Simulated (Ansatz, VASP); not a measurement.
# One calculation of CuI (Marshite), two programs

The input INCAR:

```
PREC     = Accurate       # precision mode
ENCUT    = 520            # plane-wave cutoff, eV
EDIFF    = 1E-7           # SCF threshold, eV
ISMEAR   = -1             # smearing method
SIGMA    = 0.05           # smearing width, eV
LREAL    = F              # projectors in reciprocal space
LASPH    = T              # aspherical terms in the spheres
NELM     = 80             # most SCF steps
ALGO     = Normal         # electronic algorithm
ISIF     = 2              # what is computed and relaxed
LWAVE    = F              # write WAVECAR
LCHARG   = F              # write CHGCAR
GGA      = PE             # functional
NBANDS   = 16             # bands
```

KPOINTS

```
Automatic mesh
0
Gamma
  8 8 8
```

Contents of POSCAR:

```
CuI
1.0
    0.0000000000      3.0713927327      3.0713927327
    3.0713927327      0.0000000000      3.0713927327
    3.0713927327      3.0713927327      0.0000000000
I Cu
1 1
Direct
    0.0000000000      0.0000000000      0.0000000000
    0.7500000000      0.7500000000      0.7500000000
```

File input.yaml:

```yaml
crystal:
  lattice:
    - [0.0, 3.0713927327, 3.0713927327]
    - [3.0713927327, 0.0, 3.0713927327]
    - [3.0713927327, 3.0713927327, 0.0]
  atoms:
    - { symbol: I, position: [0.0, 0.0, 0.0] }
    - { symbol: Cu, position: [0.75, 0.75, 0.75] }
hamiltonian:
  xc: pbe
  pseudopotentials: { kind: paw }
kpoints:
  mp_grid: { grid: [8, 8, 8] }
scf:
  occupations: { method: fermi_dirac, width: 0.05 }
output:
  forces: true
  stress: true
  eigenvalues: true
```

Change from the starting cell: volume scaled by 1.04.

Alike in both runs: task single point; functional PBE; k mesh 8 × 8 × 8; occupations fermi-dirac, width 0.05 eV; no spin polarisation.

|  | VASP | Ansatz |
| --- | --- | --- |
| version | VASP 6.6.1 | Ansatz 0.2.0 |
| potentials or method | VASP PAW PBE potentials, release 64 (I, Cu) | Ansatz PAW |
| plane-wave cutoff (eV) | 520 | 420 |
| valence electrons in the cell | 18 | 36 |

```csv
,VASP,Ansatz,Ansatz less VASP
gap on the k mesh at the Fermi level (eV),1.04,1.02,-0.020
least direct gap on the mesh (eV),1.04,1.02,-0.020
pressure (GPa),-1.1,-1.1,-0.03
```

The two sets of potentials don't hold the same shells in valence.

Caveats: spin-orbit coupling is left out, which moves the levels of the heavy elements.
